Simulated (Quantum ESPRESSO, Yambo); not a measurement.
# Beyond one shot: KF (Carobbiite), part 2 of 2

How far does self-consistency move the gap of KF (Carobbiite)?

Quantum ESPRESSO 7.5 and Yambo 5.3.0; PBE and many-body steps on it, plane waves. Known limits of the many-body steps: not at the basis limit; coarse k mesh.

So far. Step 4 (G0W0): The gap on the mesh goes from 6.20 eV to 9.51 eV, a correction of +3.31 eV. Step 5 (evGW0, cycle 1): Against G0W0 in Yambo (4×4×4 mesh, 64 bands, screening to 129.3 eV, Godby-Needs plasmon pole), the gap moves by +0.289 eV.

### Step 6. evGW0, cycle 2

Level of this step: evGW0 on PBE, plane waves, norm-conserving pseudopotentials (Yambo).

The corrected levels of the last cycle go back in.

gw3.in

```
HF_and_locXC
gw0
dyson
ppa
em1d
rim_cut
RandQpts= 1000000
RandGvec= 1 RL
EXXRLvcs= 72 Ry
VXCRLvcs= 288 Ry
Chimod= "HARTREE"
% BndsRnXp
 1 | 64 |
%
NGsBlkXp= 9.5 Ry
% LongDrXp
 1 | 1 | 1 |
%
% GbndRnge
 1 | 64 |
%
DysSolver= "n"
ExtendOut
PPAPntXp= 27.21138 eV
% QPkrange
 1 | 8 | 3 | 12 |
%
GfnQPdb= "E < ./gw2_fix/ndb.QP"
```

Started as:

```bash
> OMP_NUM_THREADS=1 mpirun -n 4 yambo -F gw3.in -J gw3,gw1_W -C gw3 > gw3.log
```

The log of the run:

```text
 Yambo, version 5.3.0

 [02] CORE Variables Setup
 =========================

  [... cell, symmetries and grids as in the set-up ...]

  [02.05] Energies & Occupations
  ==============================

  [X] === General ===
  [X] Electronic Temperature                        :  0.000000  0.000000 [eV K]
  [X] Bosonic    Temperature                        :  0.000000  0.000000 [eV K]
  [X] Finite Temperature mode                       : no
  [X] El. density                                   :  0.41942E+24 [cm-3]
[...]
Sx RL components                                 :  2733

   QP @ state[ 1 ] K range                          :   1   8
   QP @ state[ 1 ] b range                          :   3  12
   GF energies kind                                 : Perdew, Burke & Ernzerhof(X)+Perdew, Burke & Ernzerhof(C)+ E < ./gw1/ndb.QP + @E Fit+ E < ./gw2_fix/
   GF WF`s kind                                     : Perdew, Burke & Ernzerhof(X)+Perdew, Burke & Ernzerhof(C)
   Xs energies kind                                 : Perdew, Burke & Ernzerhof(X)+Perdew, Burke & Ernzerhof(C)
   Xs WF`s kind                                     : Perdew, Burke & Ernzerhof(X)+Perdew, Burke & Ernzerhof(C)

 [13] Game Over & Game summary
```

It took 91 s on 4 MPI ranks of Arm Neoverse V2, shared host; peak memory 1.4 GiB; 6.1 min of CPU time.

Numbers from this step:

- quasiparticle gap on the mesh: 9.818 eV
- gap of the density functional on the mesh: 6.199 eV
- k of the valence top: 0, 0, 0
- k of the conduction bottom: 0, 0, 0
- least direct quasiparticle gap on the computed points: 9.818 eV

Against the cycle before, the gap moves by +0.024 eV.

The program's own table gives 10.097 eV, which is too large where the input levels are shifted: this version takes Σc at the unshifted level E₀, yet steps from the shifted one. The value above is the Newton step from E₀, E₀ + Z(Σc + Σx − Vxc), rebuilt from the printed columns.

### Step 7. evGW0, cycle 3

gw4.in, as its differences from gw3.in of step 6:

```diff
@@ -27,2 +27,2 @@
 %
-GfnQPdb= "E < ./gw2_fix/ndb.QP"
+GfnQPdb= "E < ./gw3_fix/ndb.QP"
```

Started as:

```bash
> OMP_NUM_THREADS=1 mpirun -n 4 yambo -F gw4.in -J gw4,gw1_W -C gw4 > gw4.log
```

The log of the run:

```text
 Yambo, version 5.3.0

 [02] CORE Variables Setup
 =========================

  [... cell, symmetries and grids as in the set-up ...]

  [02.05] Energies & Occupations
  ==============================

  [X] === General ===
  [X] Electronic Temperature                        :  0.000000  0.000000 [eV K]
  [X] Bosonic    Temperature                        :  0.000000  0.000000 [eV K]
  [X] Finite Temperature mode                       : no
  [X] El. density                                   :  0.41942E+24 [cm-3]
[...]
Sx RL components                                 :  2733

   QP @ state[ 1 ] K range                          :   1   8
   QP @ state[ 1 ] b range                          :   3  12
   GF energies kind                                 : Perdew, Burke & Ernzerhof(X)+Perdew, Burke & Ernzerhof(C)+ E < ./gw1/ndb.QP + @E Fit+ E < ./gw2_fix/
   GF WF`s kind                                     : Perdew, Burke & Ernzerhof(X)+Perdew, Burke & Ernzerhof(C)
   Xs energies kind                                 : Perdew, Burke & Ernzerhof(X)+Perdew, Burke & Ernzerhof(C)
   Xs WF`s kind                                     : Perdew, Burke & Ernzerhof(X)+Perdew, Burke & Ernzerhof(C)

 [13] Game Over & Game summary
```

It took 91 s on 4 MPI ranks; peak memory 1.4 GiB; 6.1 min of CPU time.

Numbers from this step:

* quasiparticle gap on the mesh: 9.821 eV
* gap of the density functional on the mesh: 6.199 eV
* k of the valence top: 0, 0, 0
* k of the conduction bottom: 0, 0, 0
* least direct quasiparticle gap on the computed points: 9.821 eV

Against the cycle before, the gap moves by +0.002 eV.

The program's own table gives 10.101 eV, which is too large where the input levels are shifted: this version takes Σc at the unshifted level E₀, yet steps from the shifted one. The value above is the Newton step from E₀, E₀ + Z(Σc + Σx − Vxc), rebuilt from the printed columns.

### Step 8. evGW, cycle 1

This step: evGW on PBE, plane waves, norm-conserving pseudopotentials.

gw5.in, as its differences from gw4.in of step 7:

```diff
@@ -27,2 +27,3 @@
 %
-GfnQPdb= "E < ./gw3_fix/ndb.QP"
+GfnQPdb= "E < ./gw1/ndb.QP"
+XfnQPdb= "E < ./gw1/ndb.QP"
```

Started as:

```bash
> OMP_NUM_THREADS=1 mpirun -n 4 yambo -F gw5.in -J gw5 -C gw5 > gw5.log
```

The log of the run:

```text
 Yambo, version 5.3.0

 [02] CORE Variables Setup
 =========================

  [... cell, symmetries and grids as in the set-up ...]

  [02.05] Energies & Occupations
  ==============================

  [X] === General ===
  [X] Electronic Temperature                        :  0.000000  0.000000 [eV K]
  [X] Bosonic    Temperature                        :  0.000000  0.000000 [eV K]
  [X] Finite Temperature mode                       : no
  [X] El. density                                   :  0.41942E+24 [cm-3]
[...]
Sx RL components                                 :  2733

   QP @ state[ 1 ] K range                          :   1   8
   QP @ state[ 1 ] b range                          :   3  12
   GF energies kind                                 : Perdew, Burke & Ernzerhof(X)+Perdew, Burke & Ernzerhof(C)+ E < ./gw1/ndb.QP + @E Fit
   GF WF`s kind                                     : Perdew, Burke & Ernzerhof(X)+Perdew, Burke & Ernzerhof(C)
   Xs energies kind                                 : Perdew, Burke & Ernzerhof(X)+Perdew, Burke & Ernzerhof(C)
   Xs WF`s kind                                     : Perdew, Burke & Ernzerhof(X)+Perdew, Burke & Ernzerhof(C)

 [15] Game Over & Game summary
```

The job ended after 1.7 min (4 MPI ranks; peak memory 1.4 GiB; 6.7 min of CPU time).

Numbers from this step:

```yaml
quasiparticle_gap_on_the_mesh: 10.80 eV
gap_of_the_density_functional_on_the_mesh: 6.199 eV
k_of_the_valence_top: 0, 0, 0
k_of_the_conduction_bottom: 0, 0, 0
least_direct_quasiparticle_gap_on_the_computed_points: 10.80 eV
```

Against G0W0 in Yambo (4×4×4 mesh, 64 bands, screening to 129.3 eV, Godby-Needs plasmon pole), the gap moves by +1.297 eV.

The program's own table gives 11.002 eV, which is too large where the input levels are shifted: this version takes Σc at the unshifted level E₀, yet steps from the shifted one. The value above is the Newton step from E₀, E₀ + Z(Σc + Σx − Vxc), rebuilt from the printed columns.

### Step 9. evGW, cycle 2

gw6.in, as its differences from gw5.in of step 8:

```diff
@@ -27,3 +27,3 @@
 %
-GfnQPdb= "E < ./gw1/ndb.QP"
-XfnQPdb= "E < ./gw1/ndb.QP"
+GfnQPdb= "E < ./gw5_fix/ndb.QP"
+XfnQPdb= "E < ./gw5_fix/ndb.QP"
```

Started as:

```bash
> OMP_NUM_THREADS=1 mpirun -n 4 yambo -F gw6.in -J gw6 -C gw6 > gw6.log
```

The log of the run:

```text
 Yambo, version 5.3.0

 [02] CORE Variables Setup
 =========================

  [... cell, symmetries and grids as in the set-up ...]

  [02.05] Energies & Occupations
  ==============================

  [X] === General ===
  [X] Electronic Temperature                        :  0.000000  0.000000 [eV K]
  [X] Bosonic    Temperature                        :  0.000000  0.000000 [eV K]
  [X] Finite Temperature mode                       : no
  [X] El. density                                   :  0.41942E+24 [cm-3]
[...]
Sx RL components                                 :  2733

   QP @ state[ 1 ] K range                          :   1   8
   QP @ state[ 1 ] b range                          :   3  12
   GF energies kind                                 : Perdew, Burke & Ernzerhof(X)+Perdew, Burke & Ernzerhof(C)+ E < ./gw1/ndb.QP + @E Fit+ E < ./gw5_fix/
   GF WF`s kind                                     : Perdew, Burke & Ernzerhof(X)+Perdew, Burke & Ernzerhof(C)
   Xs energies kind                                 : Perdew, Burke & Ernzerhof(X)+Perdew, Burke & Ernzerhof(C)
   Xs WF`s kind                                     : Perdew, Burke & Ernzerhof(X)+Perdew, Burke & Ernzerhof(C)

 [15] Game Over & Game summary
```

Wall time 1.7 min (4 MPI ranks); peak memory 1.4 GiB; 6.7 min of CPU time.

Numbers from this step:

- quasiparticle gap on the mesh: 11.11 eV
- gap of the density functional on the mesh: 6.199 eV
- k of the valence top: 0, 0, 0
- k of the conduction bottom: 0, 0, 0
- least direct quasiparticle gap on the computed points: 11.11 eV

Against the cycle before, the gap moves by +0.310 eV.

The program's own table gives 11.357 eV, which is too large where the input levels are shifted: this version takes Σc at the unshifted level E₀, yet steps from the shifted one. The value above is the Newton step from E₀, E₀ + Z(Σc + Σx − Vxc), rebuilt from the printed columns.

### Step 10. evGW, cycle 3

gw7.in, as its differences from gw6.in of step 9:

```diff
@@ -27,3 +27,3 @@
 %
-GfnQPdb= "E < ./gw5_fix/ndb.QP"
-XfnQPdb= "E < ./gw5_fix/ndb.QP"
+GfnQPdb= "E < ./gw6_fix/ndb.QP"
+XfnQPdb= "E < ./gw6_fix/ndb.QP"
```

Started as:

```bash
> OMP_NUM_THREADS=1 mpirun -n 4 yambo -F gw7.in -J gw7 -C gw7 > gw7.log
```

The log of the run:

```text
 Yambo, version 5.3.0

 [02] CORE Variables Setup
 =========================

  [... cell, symmetries and grids as in the set-up ...]

  [02.05] Energies & Occupations
  ==============================

  [X] === General ===
  [X] Electronic Temperature                        :  0.000000  0.000000 [eV K]
  [X] Bosonic    Temperature                        :  0.000000  0.000000 [eV K]
  [X] Finite Temperature mode                       : no
  [X] El. density                                   :  0.41942E+24 [cm-3]
[...]
Sx RL components                                 :  2733

   QP @ state[ 1 ] K range                          :   1   8
   QP @ state[ 1 ] b range                          :   3  12
   GF energies kind                                 : Perdew, Burke & Ernzerhof(X)+Perdew, Burke & Ernzerhof(C)+ E < ./gw1/ndb.QP + @E Fit+ E < ./gw5_fix/
   GF WF`s kind                                     : Perdew, Burke & Ernzerhof(X)+Perdew, Burke & Ernzerhof(C)
   Xs energies kind                                 : Perdew, Burke & Ernzerhof(X)+Perdew, Burke & Ernzerhof(C)
   Xs WF`s kind                                     : Perdew, Burke & Ernzerhof(X)+Perdew, Burke & Ernzerhof(C)

 [15] Game Over & Game summary
```

Run time: 1.7 min. Hardware: 4 MPI ranks; peak memory 1.4 GiB.

This step gave:

```yaml
quasiparticle_gap_on_the_mesh: 11.17 eV
gap_of_the_density_functional_on_the_mesh: 6.199 eV
k_of_the_valence_top: 0, 0, 0
k_of_the_conduction_bottom: 0, 0, 0
least_direct_quasiparticle_gap_on_the_computed_points: 11.17 eV
```

Against the cycle before, the gap moves by +0.062 eV.

The program's own table gives 11.429 eV, which is too large where the input levels are shifted: this version takes Σc at the unshifted level E₀, yet steps from the shifted one. The value above is the Newton step from E₀, E₀ + Z(Σc + Σx − Vxc), rebuilt from the printed columns.

### Step 11. evGW, cycle 4

gw8.in, as its differences from gw7.in of step 10:

```diff
@@ -27,3 +27,3 @@
 %
-GfnQPdb= "E < ./gw6_fix/ndb.QP"
-XfnQPdb= "E < ./gw6_fix/ndb.QP"
+GfnQPdb= "E < ./gw7_fix/ndb.QP"
+XfnQPdb= "E < ./gw7_fix/ndb.QP"
```

Started as:

```bash
> OMP_NUM_THREADS=1 mpirun -n 4 yambo -F gw8.in -J gw8 -C gw8 > gw8.log
```

The log of the run:

```text
 Yambo, version 5.3.0

 [02] CORE Variables Setup
 =========================

  [... cell, symmetries and grids as in the set-up ...]

  [02.05] Energies & Occupations
  ==============================

  [X] === General ===
  [X] Electronic Temperature                        :  0.000000  0.000000 [eV K]
  [X] Bosonic    Temperature                        :  0.000000  0.000000 [eV K]
  [X] Finite Temperature mode                       : no
  [X] El. density                                   :  0.41942E+24 [cm-3]
[...]
Sx RL components                                 :  2733

   QP @ state[ 1 ] K range                          :   1   8
   QP @ state[ 1 ] b range                          :   3  12
   GF energies kind                                 : Perdew, Burke & Ernzerhof(X)+Perdew, Burke & Ernzerhof(C)+ E < ./gw1/ndb.QP + @E Fit+ E < ./gw5_fix/
   GF WF`s kind                                     : Perdew, Burke & Ernzerhof(X)+Perdew, Burke & Ernzerhof(C)
   Xs energies kind                                 : Perdew, Burke & Ernzerhof(X)+Perdew, Burke & Ernzerhof(C)
   Xs WF`s kind                                     : Perdew, Burke & Ernzerhof(X)+Perdew, Burke & Ernzerhof(C)

 [15] Game Over & Game summary
```

Wall time 1.7 min (4 MPI ranks); peak memory 1.4 GiB; 6.7 min of CPU time.

Numbers from this step:

```
quasiparticle gap on the mesh                         : 11.18 eV
gap of the density functional on the mesh             : 6.199 eV
k of the valence top                                  : 0, 0, 0
k of the conduction bottom                            : 0, 0, 0
least direct quasiparticle gap on the computed points : 11.18 eV
```

Against the cycle before, the gap moves by +0.011 eV.

The program's own table gives 11.441 eV, which is too large where the input levels are shifted: this version takes Σc at the unshifted level E₀, yet steps from the shifted one. The value above is the Newton step from E₀, E₀ + Z(Σc + Σx − Vxc), rebuilt from the printed columns.

### Step 12. evGW, cycle 5

gw9.in, as its differences from gw8.in of step 11:

```diff
@@ -27,3 +27,3 @@
 %
-GfnQPdb= "E < ./gw7_fix/ndb.QP"
-XfnQPdb= "E < ./gw7_fix/ndb.QP"
+GfnQPdb= "E < ./gw8_fix/ndb.QP"
+XfnQPdb= "E < ./gw8_fix/ndb.QP"
```

Started as:

```bash
> OMP_NUM_THREADS=1 mpirun -n 4 yambo -F gw9.in -J gw9 -C gw9 > gw9.log
```

The log of the run:

```text
 Yambo, version 5.3.0

 [02] CORE Variables Setup
 =========================

  [... cell, symmetries and grids as in the set-up ...]

  [02.05] Energies & Occupations
  ==============================

  [X] === General ===
  [X] Electronic Temperature                        :  0.000000  0.000000 [eV K]
  [X] Bosonic    Temperature                        :  0.000000  0.000000 [eV K]
  [X] Finite Temperature mode                       : no
  [X] El. density                                   :  0.41942E+24 [cm-3]
[...]
Sx RL components                                 :  2733

   QP @ state[ 1 ] K range                          :   1   8
   QP @ state[ 1 ] b range                          :   3  12
   GF energies kind                                 : Perdew, Burke & Ernzerhof(X)+Perdew, Burke & Ernzerhof(C)+ E < ./gw1/ndb.QP + @E Fit+ E < ./gw5_fix/
   GF WF`s kind                                     : Perdew, Burke & Ernzerhof(X)+Perdew, Burke & Ernzerhof(C)
   Xs energies kind                                 : Perdew, Burke & Ernzerhof(X)+Perdew, Burke & Ernzerhof(C)
   Xs WF`s kind                                     : Perdew, Burke & Ernzerhof(X)+Perdew, Burke & Ernzerhof(C)

 [15] Game Over & Game summary
```

The job ended after 1.7 min (4 MPI ranks; peak memory 1.4 GiB).

Numbers from this step:

- quasiparticle gap on the mesh: 11.19 eV
- gap of the density functional on the mesh: 6.199 eV
- k of the valence top: 0, 0, 0
- k of the conduction bottom: 0, 0, 0
- least direct quasiparticle gap on the computed points: 11.19 eV

Against the cycle before, the gap moves by +0.002 eV.

The program's own table gives 11.444 eV, which is too large where the input levels are shifted: this version takes Σc at the unshifted level E₀, yet steps from the shifted one. The value above is the Newton step from E₀, E₀ + Z(Σc + Σx − Vxc), rebuilt from the printed columns.

### Step 13. The runs together

Times are wall times on 4 MPI ranks of Arm Neoverse V2, shared host, good to a factor of about two.

```tsv
run	mesh	bands	screening cutoff (eV)	DFT gap (eV)	gap on the mesh (eV)	direct (eV)	time
G0W0	4×4×4	64	129.3	6.199	9.505	9.505	1.8 min
evGW0, cycle 1	4×4×4	64	129.3	6.199	9.794	9.794	95 s
evGW0, cycle 2	4×4×4	64	129.3	6.199	9.818	9.818	91 s
evGW0, cycle 3	4×4×4	64	129.3	6.199	9.821	9.821	91 s
evGW, cycle 1	4×4×4	64	129.3	6.199	10.802	10.802	1.7 min
evGW, cycle 2	4×4×4	64	129.3	6.199	11.112	11.112	1.7 min
evGW, cycle 3	4×4×4	64	129.3	6.199	11.174	11.174	1.7 min
evGW, cycle 4	4×4×4	64	129.3	6.199	11.185	11.185	1.7 min
evGW, cycle 5	4×4×4	64	129.3	6.199	11.187	11.187	1.7 min
```

### Step 14. Summary of results

```
G0W0           : 9.505 eV
evGW0, cycle 1 : 9.794 eV
evGW0, cycle 2 : 9.818 eV
evGW0, cycle 3 : 9.821 eV
evGW, cycle 1  : 10.802 eV
evGW, cycle 2  : 11.112 eV
evGW, cycle 3  : 11.174 eV
evGW, cycle 4  : 11.185 eV
evGW, cycle 5  : 11.187 eV
known limits   : not at the basis limit; coarse k mesh
```

In words: evGW0 ends at 9.82 eV, +0.32 eV from G0W0, after 3 cycles that took 4.6 min beside the first screening; the last moved the gap by 0.002 eV. evGW ends at 11.19 eV, +1.68 eV from G0W0, after 5 cycles that took 8.5 min beside the first screening; the last moved the gap by 0.002 eV. Bands and cutoff are finite, so the gap is not at the basis limit. The miss can reach some tenths of an eV and take either sign; the mesh is an error of its own. The 4×4×4 mesh is coarse for this cell, which bears on the long-range parts of exchange and screening.

[Paths, hosts, dates, memory and timing lines, banners, echoed tables and standing remarks are left out of the program output.]

[Logs are printed without paths, hosts, clocks, repeated set-up lines and the standing remarks that a program may print on its own settings, such as how far it seeks lower states.]

[Runs of the session that timed out or met a known fault of the program may be left out.]

[Hosts, paths, dates, database ids (printed as entryN), source tags and the programs' standing remarks are cut or masked in the printed files.]
